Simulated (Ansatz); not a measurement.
# Preparing SiO2 (P3_221) as a host crystal, part 2 of 3

Before any defect goes in: SiO2 (P3_221) at rest, and how it screens a charge.

Ansatz 0.2.0; plane-wave PAW DFT, PBEsol; relaxation of the host's cell and atoms; PAW set soft_1 (the session's first sound run).

So far. Step 3 (Dielectric tensors of the host): The principal values of the electronic dielectric tensor are 2.49, 2.49 and 2.52. The principal values of the static dielectric tensor are 4.63, 4.63 and 4.85. The relaxed cell has a = 4.948, c = 5.441 Å (conventional setting).

### 4. Primitive cell on a dense mesh

A dense mesh gives the host's converged energy, against which the supercell's sampling is tested.

This step: plane-wave PAW DFT, PBEsol; single point of the host's primitive cell on a dense mesh; PAW set soft_1 (Ansatz 0.2.0).

The input, dense/input.yaml:

```yaml
crystal:
  lattice:
    - [4.9482370071, 0.0, 0.0]
    - [-2.4741185036, 4.2852989521, 0.0]
    - [0.0, 0.0, 5.4412410845]
  atoms:
    - { symbol: Si, position: [0.0, 0.4702627816, 0.3333333333] }
    - { symbol: Si, position: [0.5297372184, 0.5297372184, 0.0] }
    - { symbol: Si, position: [0.4702627816, 0.0, 0.6666666667] }
    - { symbol: O, position: [0.1453576127, 0.7328651674, 0.5479809686] }
    - { symbol: O, position: [0.5875075547, 0.8546423873, 0.8813143019] }
    - { symbol: O, position: [0.2671348326, 0.4124924453, 0.2146476353] }
    - { symbol: O, position: [0.4124924453, 0.2671348326, 0.7853523647] }
    - { symbol: O, position: [0.8546423873, 0.5875075547, 0.1186856981] }
    - { symbol: O, position: [0.7328651674, 0.1453576127, 0.4520190314] }
basis:
  ecutwfc: 420
  xc_grid: 2
hamiltonian:
  xc: pbesol
  pseudopotentials: { kind: paw, azcp: { folder: soft_1 }, xc_functional: pbe }
kpoints:
  mp_grid: { grid: [7, 7, 5] }
scf:
  occupations: { method: fermi_dirac, width: 0.01 }
  max_iter: 80
```

Started as:

```console
ansatz run input.yaml --threads 4 --pin off --max-ram 7536MiB --backend cpu --events-out ev --progress --plain --runs-dir out
```

Numbers of over 12 decimals in the logs are rounded to 6 here.

What it wrote:

```text
[...]
Crystal: 9 atoms, lattice volume = 115.380 Å³
Basis set: ecut = 420 eV, 2221 PW (Γ), exchange–correlation on 72×72×80 points (8 copies of the dense FFT grid, shifted against one another)
Bands: 33, of which v1, the nominal top of the filled ones, is band 24 counted from 1 (23 counted from 0)
Symmetry: 6 space group operations
[...]
k-points: 32 of 245 (time reversal used)
[...]
SCF iter   1: F=—  HF=-5244.195923 eV  |F-HF|=—  |Δ(HF+E_count)|=         —  Δρ=1.22e-1  dr2=1.55e1  ethr=3.10e-3  ⟨swp⟩=7.0  Hψ=5505  notcnv=0
[...]
SCF iter   8: F=-5239.876995 eV  HF=-5239.876995 eV  |F-HF|=1.33e-8  |Δ(HF+E_count)|=   7.12e-7  Δρ=3.06e-6  dr2=1.18e-8  ethr=2.40e-10  ⟨swp⟩=3.0  Hψ=2483  notcnv=0
SCF 1 converged in 8 iterations: F = -5239.876995 eV  dr2 = 1.18e-8
[...]
SCF converged after 8 iterations
Free energy (F): -5239.876995 eV
[...]
Internal energy: -5239.876995 eV  (E = F + TS)
E sigma→0 (E₀):  -5239.876995 eV
Fermi energy:    5.115664 eV
[...]
```

Run time: 3 s. Hardware: 4 threads of Arm Neoverse V1, shared host; peak memory 0.38 GiB.

### 5. Self-consistent run

This step: plane-wave PAW DFT, PBEsol; single point of the defect-free supercell, a test of its k-points; PAW set soft_1 (Ansatz 0.2.0).

System of this step: SiO2 (P3_221). The cell holds 72 atoms: 24 Si and 48 O. Cell: a = 9.896 Å, b = 9.896 Å, c = 10.882 Å, α = 90.0°, β = 90.0°, γ = 120.0°.

The input, pristine.sampling/input.yaml:

```yaml
crystal:
  lattice:
    - [9.8964740142, 0.0, 0.0]
    - [-4.9482370071, 8.5705979042, 0.0]
    - [0.0, 0.0, 10.882482169]
  atoms:
    - { symbol: Si, position: [0.0, 0.2351313908, 0.1666666666] }
    - { symbol: Si, position: [0.2648686092, 0.2648686092, 0.0] }
    - { symbol: Si, position: [0.2351313908, 0.0, 0.3333333334] }
    - { symbol: O, position: [0.0726788064, 0.3664325837, 0.2739904843] }
    - { symbol: O, position: [0.2937537774, 0.4273211936, 0.440657151] }
    - { symbol: O, position: [0.1335674163, 0.2062462226, 0.1073238176] }
    - { symbol: O, position: [0.2062462226, 0.1335674163, 0.3926761824] }
    - { symbol: O, position: [0.4273211936, 0.2937537774, 0.059342849] }
    - { symbol: O, position: [0.3664325837, 0.0726788064, 0.2260095157] }
    - { symbol: Si, position: [0.0, 0.2351313908, 0.6666666666] }
    - { symbol: Si, position: [0.2648686092, 0.2648686092, 0.5] }
    - { symbol: Si, position: [0.2351313908, 0.0, 0.8333333333] }
    - { symbol: O, position: [0.0726788064, 0.3664325837, 0.7739904843] }
    - { symbol: O, position: [0.2937537774, 0.4273211936, 0.940657151] }
    - { symbol: O, position: [0.1335674163, 0.2062462226, 0.6073238176] }
    - { symbol: O, position: [0.2062462226, 0.1335674163, 0.8926761824] }
    - { symbol: O, position: [0.4273211936, 0.2937537774, 0.559342849] }
    - { symbol: O, position: [0.3664325837, 0.0726788064, 0.7260095157] }
    - { symbol: Si, position: [0.0, 0.7351313908, 0.1666666666] }
    - { symbol: Si, position: [0.2648686092, 0.7648686092, 0.0] }
    - { symbol: Si, position: [0.2351313908, 0.5, 0.3333333334] }
    - { symbol: O, position: [0.0726788064, 0.8664325837, 0.2739904843] }
    - { symbol: O, position: [0.2937537774, 0.9273211936, 0.440657151] }
    - { symbol: O, position: [0.1335674163, 0.7062462226, 0.1073238176] }
    - { symbol: O, position: [0.2062462226, 0.6335674163, 0.3926761824] }
    - { symbol: O, position: [0.4273211936, 0.7937537774, 0.059342849] }
    - { symbol: O, position: [0.3664325837, 0.5726788064, 0.2260095157] }
    - { symbol: Si, position: [0.0, 0.7351313908, 0.6666666666] }
    - { symbol: Si, position: [0.2648686092, 0.7648686092, 0.5] }
    - { symbol: Si, position: [0.2351313908, 0.5, 0.8333333333] }
    - { symbol: O, position: [0.0726788064, 0.8664325837, 0.7739904843] }
    - { symbol: O, position: [0.2937537774, 0.9273211936, 0.940657151] }
    - { symbol: O, position: [0.1335674163, 0.7062462226, 0.6073238176] }
    - { symbol: O, position: [0.2062462226, 0.6335674163, 0.8926761824] }
    - { symbol: O, position: [0.4273211936, 0.7937537774, 0.559342849] }
    - { symbol: O, position: [0.3664325837, 0.5726788064, 0.7260095157] }
    - { symbol: Si, position: [0.5, 0.2351313908, 0.1666666666] }
    - { symbol: Si, position: [0.7648686092, 0.2648686092, 0.0] }
    - { symbol: Si, position: [0.7351313908, 0.0, 0.3333333334] }
    - { symbol: O, position: [0.5726788064, 0.3664325837, 0.2739904843] }
    - { symbol: O, position: [0.7937537774, 0.4273211936, 0.440657151] }
    - { symbol: O, position: [0.6335674163, 0.2062462226, 0.1073238176] }
    - { symbol: O, position: [0.7062462226, 0.1335674163, 0.3926761824] }
    - { symbol: O, position: [0.9273211936, 0.2937537774, 0.059342849] }
    - { symbol: O, position: [0.8664325837, 0.0726788064, 0.2260095157] }
    - { symbol: Si, position: [0.5, 0.2351313908, 0.6666666666] }
    - { symbol: Si, position: [0.7648686092, 0.2648686092, 0.5] }
    - { symbol: Si, position: [0.7351313908, 0.0, 0.8333333333] }
    - { symbol: O, position: [0.5726788064, 0.3664325837, 0.7739904843] }
    - { symbol: O, position: [0.7937537774, 0.4273211936, 0.940657151] }
    - { symbol: O, position: [0.6335674163, 0.2062462226, 0.6073238176] }
    - { symbol: O, position: [0.7062462226, 0.1335674163, 0.8926761824] }
    - { symbol: O, position: [0.9273211936, 0.2937537774, 0.559342849] }
    - { symbol: O, position: [0.8664325837, 0.0726788064, 0.7260095157] }
    - { symbol: Si, position: [0.5, 0.7351313908, 0.1666666666] }
    - { symbol: Si, position: [0.7648686092, 0.7648686092, 0.0] }
    - { symbol: Si, position: [0.7351313908, 0.5, 0.3333333334] }
    - { symbol: O, position: [0.5726788064, 0.8664325837, 0.2739904843] }
    - { symbol: O, position: [0.7937537774, 0.9273211936, 0.440657151] }
    - { symbol: O, position: [0.6335674163, 0.7062462226, 0.1073238176] }
    - { symbol: O, position: [0.7062462226, 0.6335674163, 0.3926761824] }
    - { symbol: O, position: [0.9273211936, 0.7937537774, 0.059342849] }
    - { symbol: O, position: [0.8664325837, 0.5726788064, 0.2260095157] }
    - { symbol: Si, position: [0.5, 0.7351313908, 0.6666666666] }
    - { symbol: Si, position: [0.7648686092, 0.7648686092, 0.5] }
    - { symbol: Si, position: [0.7351313908, 0.5, 0.8333333333] }
    - { symbol: O, position: [0.5726788064, 0.8664325837, 0.7739904843] }
    - { symbol: O, position: [0.7937537774, 0.9273211936, 0.940657151] }
    - { symbol: O, position: [0.6335674163, 0.7062462226, 0.6073238176] }
    - { symbol: O, position: [0.7062462226, 0.6335674163, 0.8926761824] }
    - { symbol: O, position: [0.9273211936, 0.7937537774, 0.559342849] }
    - { symbol: O, position: [0.8664325837, 0.5726788064, 0.7260095157] }
basis:
  ecutwfc: 420
  xc_grid: 2
hamiltonian:
  xc: pbesol
  pseudopotentials: { kind: paw, azcp: { folder: soft_1 }, xc_functional: pbe }
kpoints:
  mp_grid: { grid: [1, 1, 1], shift: [0.25, 0.25, 0.25] }
scf:
  occupations: { method: fermi_dirac, width: 0.01 }
  max_iter: 80
```

What it wrote:

```text
[...]
Crystal: 72 atoms, lattice volume = 923.038 Å³
Basis set: ecut = 420 eV, 18049 PW (Γ), exchange–correlation on 144×144×150 points (8 copies of the dense FFT grid, shifted against one another)
Bands: 264, of which v1, the nominal top of the filled ones, is band 192 counted from 1 (191 counted from 0)
Symmetry: 8 space group operations
k-points: 1
[...]
SCF iter   1: F=—  HF=-41953.580922 eV  |F-HF|=—  |Δ(HF+E_count)|=         —  Δρ=1.22e-1  dr2=1.24e2  ethr=3.10e-3  ⟨swp⟩=6.0  Hψ=1186  notcnv=0  defer=26
[...]
SCF iter   9: F=-41919.026970 eV  HF=-41919.026970 eV  |F-HF|=3.44e-8  |Δ(HF+E_count)|=   5.35e-6  Δρ=6.22e-6  dr2=2.61e-7  ethr=2.40e-10  ⟨swp⟩=3.0  Hψ=604  notcnv=0
SCF 1 converged in 9 iterations: F = -41919.026970 eV  dr2 = 2.61e-7
[...]
SCF converged after 9 iterations
Free energy (F): -41919.026970 eV
[...]
Internal energy: -41919.026970 eV  (E = F + TS)
E sigma→0 (E₀):  -41919.026970 eV
Fermi energy:    5.490942 eV
[...]
```

It took 10 s on 4 threads; peak memory 1.5 GiB; 38 s of CPU time.

This step gave:

- energy over dense mesh: -1.53e-4 eV/atom

### 6. Defect free supercell relaxed from its symmetric sites

This cell, the one that will hold the defects, is built from the relaxed host. Its coarser k-points can move the atoms a little, so it is relaxed from the symmetric sites, as the reference for the test of stability.

This step: plane-wave PAW DFT, PBEsol; relaxation of the defect-free supercell from its symmetric sites; PAW set soft_1 (Ansatz 0.2.0).

pristine.symmetric/input.yaml, as its differences from pristine.sampling/input.yaml of step 5:

```diff
@@ -89 +89,12 @@
   max_iter: 80
+output:
+  forces: true
+relax:
+  f_tol: 0.01
+  max_steps: 60
+  escape_saddle: false
+checkpoint:
+  write: "../pristine.symmetric.run"
+  compress: false
+  write_wavefunctions: false
+  write_every: 100000
```

What it wrote:

```text
[...]
Crystal: 72 atoms, lattice volume = 923.038 Å³
Basis set: ecut = 420 eV, 18049 PW (Γ), exchange–correlation on 144×144×150 points (8 copies of the dense FFT grid, shifted against one another)
Bands: 264, of which v1, the nominal top of the filled ones, is band 192 counted from 1 (191 counted from 0)
Symmetry: 8 space group operations
k-points: 1
[...]
SCF iter   1: F=—  HF=-41953.580923 eV  |F-HF|=—  |Δ(HF+E_count)|=         —  Δρ=1.22e-1  dr2=1.24e2  ethr=3.10e-3  ⟨swp⟩=6.0  Hψ=1186  notcnv=0  defer=26
[...]
SCF iter   9: F=-41919.026970 eV  HF=-41919.026970 eV  |F-HF|=1.19e-8  |Δ(HF+E_count)|=   5.29e-6  Δρ=6.35e-6  dr2=2.72e-7  ethr=6.51e-10  ⟨swp⟩=5.0  Hψ=845  notcnv=0
SCF 1 converged in 9 iterations: F = -41919.026970 eV  dr2 = 2.72e-7
[...]
relax step   1: F+E_penalty+E_count = -41919.02696989 eV  Δ(F+E_penalty+E_count) = +0.000e0 eV  max|allowed force component| = 6.604e-3 eV/Å  Δτ_max = 0.0000 Å  (9 SCF iters, dr2 threshold 2.50e-6 eV, accepted)
[...]
SCF iter   3: F=-41919.026970 eV  HF=-41919.026970 eV  |F-HF|=4.67e-8  |Δ(HF+E_count)|=   5.22e-8  Δρ=1.05e-6  dr2=1.27e-8  ethr=8.22e-12  ⟨swp⟩=2.0  Hψ=757  notcnv=0
SCF 2 converged in 3 iterations: F = -41919.026970 eV  dr2 = 1.27e-8
relax step   2: F+E_penalty+E_count = -41919.02697004 eV  Δ(F+E_penalty+E_count) = -1.511e-7 eV  max|allowed force component| = 6.587e-3 eV/Å  Δτ_max = 0.0000 Å  (3 SCF iters, accepted)
SCF converged after 3 iterations
Free energy (F): -41919.026970 eV
[...]
Internal energy: -41919.026970 eV  (E = F + TS)
E sigma→0 (E₀):  -41919.026970 eV
Fermi energy:    5.490962 eV
[...]
--- Forces (eV/Å), atoms counted from 1 ---
  atom   1  Si     0.00236387     0.00140551    -0.00222222
  atom   2  Si     0.00103022     0.00249699     0.00003247
  atom   3  Si     0.00065640     0.00284075     0.00196753
  atom   4  O      0.00282100    -0.00617845    -0.00023673
  atom   5  O      0.00024608    -0.00009496    -0.00043730
  atom   6  O     -0.00320768     0.00167071     0.00368078
  atom   7  O      0.00251814    -0.00177116    -0.00369184
  atom   8  O      0.00015830     0.00087316     0.00086892
  atom   9  O     -0.00658654    -0.00124234     0.00003887
  atom  10  Si     0.00236387     0.00140551    -0.00222222
  atom  11  Si     0.00103022     0.00249699     0.00003247
  atom  12  Si     0.00065640     0.00284075     0.00196753
  atom  13  O      0.00282100    -0.00617845    -0.00023673
  atom  14  O      0.00024608    -0.00009496    -0.00043730
  atom  15  O     -0.00320768     0.00167071     0.00368078
  atom  16  O      0.00251814    -0.00177116    -0.00369184
  atom  17  O      0.00015830     0.00087316     0.00086892
  atom  18  O     -0.00658654    -0.00124234     0.00003887
  atom  19  Si     0.00236387     0.00140551    -0.00222222
  atom  20  Si     0.00103022     0.00249699     0.00003247
  atom  21  Si     0.00065640     0.00284075     0.00196753
  atom  22  O      0.00282100    -0.00617845    -0.00023673
  atom  23  O      0.00024608    -0.00009496    -0.00043730
  atom  24  O     -0.00320768     0.00167071     0.00368078
  atom  25  O      0.00251814    -0.00177116    -0.00369184
  atom  26  O      0.00015830     0.00087316     0.00086892
  atom  27  O     -0.00658654    -0.00124234     0.00003887
  atom  28  Si     0.00236387     0.00140551    -0.00222222
  atom  29  Si     0.00103022     0.00249699     0.00003247
  atom  30  Si     0.00065640     0.00284075     0.00196753
  atom  31  O      0.00282100    -0.00617845    -0.00023673
  atom  32  O      0.00024608    -0.00009496    -0.00043730
  atom  33  O     -0.00320768     0.00167071     0.00368078
  atom  34  O      0.00251814    -0.00177116    -0.00369184
  atom  35  O      0.00015830     0.00087316     0.00086892
  atom  36  O     -0.00658654    -0.00124234     0.00003887
  atom  37  Si     0.00236387     0.00140551    -0.00222222
  atom  38  Si     0.00103022     0.00249699     0.00003247
  atom  39  Si     0.00065640     0.00284075     0.00196753
  atom  40  O      0.00282100    -0.00617845    -0.00023673
[...]
atom  61  O      0.00251814    -0.00177116    -0.00369184
  atom  62  O      0.00015830     0.00087316     0.00086892
  atom  63  O     -0.00658654    -0.00124234     0.00003887
  atom  64  Si     0.00236387     0.00140551    -0.00222222
  atom  65  Si     0.00103022     0.00249699     0.00003247
  atom  66  Si     0.00065640     0.00284075     0.00196753
  atom  67  O      0.00282100    -0.00617845    -0.00023673
  atom  68  O      0.00024608    -0.00009496    -0.00043730
  atom  69  O     -0.00320768     0.00167071     0.00368078
  atom  70  O      0.00251814    -0.00177116    -0.00369184
  atom  71  O      0.00015830     0.00087316     0.00086892
  atom  72  O     -0.00658654    -0.00124234     0.00003887
  max |Σ_I F_I| component: 3.90e-6 eV/Å
--- Relaxed structure (2 steps of the walk, 2 accepted, 0 SCFs on fresh bases) ---
  F+E_penalty+E_count = -41919.02697004 eV   max|allowed force component| = 6.587e-3 eV/Å
  atoms:
    - { symbol: Si, position: [-1.3877787807814457e-17, 0.2351313908, 0.166667] }
    - { symbol: Si, position: [0.2648686092, 0.2648686092, -6.823245672202368e-17] }
    - { symbol: Si, position: [0.235131, 0.0, 0.333333] }
    - { symbol: O, position: [0.072679, 0.366433, 0.273990] }
    - { symbol: O, position: [0.293754, 0.427321, 0.440657] }
    - { symbol: O, position: [0.133567, 0.206246, 0.107324] }
    - { symbol: O, position: [0.206246, 0.133567, 0.392676] }
    - { symbol: O, position: [0.427321, 0.293754, 0.059343] }
    - { symbol: O, position: [0.366433, 0.072679, 0.226010] }
    - { symbol: Si, position: [-1.3877787807814457e-17, 0.2351313908, 0.666667] }
    - { symbol: Si, position: [0.2648686092, 0.2648686092, 0.500000] }
    - { symbol: Si, position: [0.235131, 0.0, 0.833333] }
    - { symbol: O, position: [0.072679, 0.366433, 0.773990] }
    - { symbol: O, position: [0.293754, 0.427321, 0.940657] }
    - { symbol: O, position: [0.133567, 0.206246, 0.607324] }
    - { symbol: O, position: [0.206246, 0.133567, 0.892676] }
    - { symbol: O, position: [0.427321, 0.293754, 0.559343] }
    - { symbol: O, position: [0.366433, 0.072679, 0.726010] }
    - { symbol: Si, position: [5.551115123125783e-17, 0.735131, 0.166667] }
    - { symbol: Si, position: [0.2648686092, 0.7648686092, -6.823245672202368e-17] }
    - { symbol: Si, position: [0.235131, 0.5, 0.333333] }
    - { symbol: O, position: [0.072679, 0.866433, 0.273990] }
    - { symbol: O, position: [0.293754, 0.927321, 0.440657] }
    - { symbol: O, position: [0.133567, 0.706246, 0.107324] }
    - { symbol: O, position: [0.206246, 0.633567, 0.392676] }
    - { symbol: O, position: [0.427321, 0.793754, 0.059343] }
    - { symbol: O, position: [0.366433, 0.572679, 0.226010] }
    - { symbol: Si, position: [5.551115123125783e-17, 0.735131, 0.666667] }
    - { symbol: Si, position: [0.2648686092, 0.7648686092, 0.500000] }
    - { symbol: Si, position: [0.235131, 0.5, 0.833333] }
    - { symbol: O, position: [0.072679, 0.866433, 0.773990] }
    - { symbol: O, position: [0.293754, 0.927321, 0.940657] }
    - { symbol: O, position: [0.133567, 0.706246, 0.607324] }
    - { symbol: O, position: [0.206246, 0.633567, 0.892676] }
    - { symbol: O, position: [0.427321, 0.793754, 0.559343] }
    - { symbol: O, position: [0.366433, 0.572679, 0.726010] }
    - { symbol: Si, position: [0.500000, 0.2351313908, 0.166667] }
    - { symbol: Si, position: [0.764869, 0.2648686092, -6.823245672202368e-17] }
    - { symbol: Si, position: [0.7351313908, 0.0, 0.333333] }
    - { symbol: O, position: [0.572679, 0.366433, 0.273990] }
    - { symbol: O, position: [0.793754, 0.427321, 0.440657] }
    - { symbol: O, position: [0.633567, 0.206246, 0.107324] }
    - { symbol: O, position: [0.706246, 0.133567, 0.392676] }
    - { symbol: O, position: [0.927321, 0.293754, 0.059343] }
    - { symbol: O, position: [0.866433, 0.072679, 0.226010] }
    - { symbol: Si, position: [0.500000, 0.2351313908, 0.666667] }
    - { symbol: Si, position: [0.764869, 0.2648686092, 0.500000] }
    - { symbol: Si, position: [0.7351313908, 0.0, 0.833333] }
    - { symbol: O, position: [0.572679, 0.366433, 0.773990] }
    - { symbol: O, position: [0.793754, 0.427321, 0.940657] }
    - { symbol: O, position: [0.633567, 0.206246, 0.607324] }
    - { symbol: O, position: [0.706246, 0.133567, 0.892676] }
    - { symbol: O, position: [0.927321, 0.293754, 0.559343] }
    - { symbol: O, position: [0.866433, 0.072679, 0.726010] }
    - { symbol: Si, position: [0.5, 0.735131, 0.166667] }
    - { symbol: Si, position: [0.7648686092, 0.7648686092, -6.823245672202368e-17] }
    - { symbol: Si, position: [0.735131, 0.5, 0.333333] }
    - { symbol: O, position: [0.572679, 0.866433, 0.273990] }
    - { symbol: O, position: [0.793754, 0.927321, 0.440657] }
    - { symbol: O, position: [0.633567, 0.706246, 0.107324] }
    - { symbol: O, position: [0.706246, 0.633567, 0.392676] }
    - { symbol: O, position: [0.927321, 0.793754, 0.059343] }
    - { symbol: O, position: [0.866433, 0.572679, 0.226010] }
    - { symbol: Si, position: [0.5, 0.735131, 0.666667] }
    - { symbol: Si, position: [0.7648686092, 0.7648686092, 0.500000] }
    - { symbol: Si, position: [0.735131, 0.5, 0.833333] }
    - { symbol: O, position: [0.572679, 0.866433, 0.773990] }
    - { symbol: O, position: [0.793754, 0.927321, 0.940657] }
    - { symbol: O, position: [0.633567, 0.706246, 0.607324] }
    - { symbol: O, position: [0.706246, 0.633567, 0.892676] }
    - { symbol: O, position: [0.927321, 0.793754, 0.559343] }
    - { symbol: O, position: [0.866433, 0.572679, 0.726010] }
```

It took 18 s on 4 threads; peak memory 1.5 GiB; 67 s of CPU time.

No atom moved by 0.005 Å in the relaxation.

(Part 2 of 3 ends here.)

[Logs are printed without paths, hosts, clocks, repeated set-up lines and the standing remarks that a program may print on its own settings, such as how far it seeks lower states.]

[Hosts, paths, dates, database ids (printed as entryN), source tags and the programs' standing remarks are cut or masked in the printed files.]

[Runs of the host that timed out are not shown.]

[For some hosts the program warned that the k-mesh of the response run may be too coarse for force constants and the static dielectric constant; such warnings are not always shown.]
